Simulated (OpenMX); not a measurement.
The system is TiC.

```
CELL_PARAMETERS angstrom
0.00000 2.16572 2.16572
2.16572 0.00000 2.16572
2.16572 2.16572 0.00000
ATOMIC_POSITIONS crystal
Ti 0.00000 0.00000 0.00000
C 0.50000 0.50000 0.50000
```

The cell is a database's computed one.

Base run:

* Program: OpenMX 3.8.5
* Functional: PBE
* Potentials or basis: OpenMX 2013 PBE set, Ti7.0-s3p2d2, C6.0-s2p2d1, grid cutoff 400 Ry
* k mesh: 9 × 9 × 9
* Occupations: fermi-dirac, width 0.05 eV
* Spin: no spin polarisation

Its results: pressure -0.1 GPa.

Question: The run is repeated on the same cell with these changes: functional from PBE to LDA; potentials or basis from OpenMX 2013 PBE set, Ti7.0-s3p2d2, C6.0-s2p2d1, grid cutoff 400 Ry to OpenMX 2013 LDA set, Ti7.0-s3p2d2, C6.0-s2p2d1, grid cutoff 400 Ry. What comes out?

Answer: Pressure -12.6 GPa.

Caveats: the basis of atomic orbitals isn't converged, which shifts pressures, moduli and gaps.
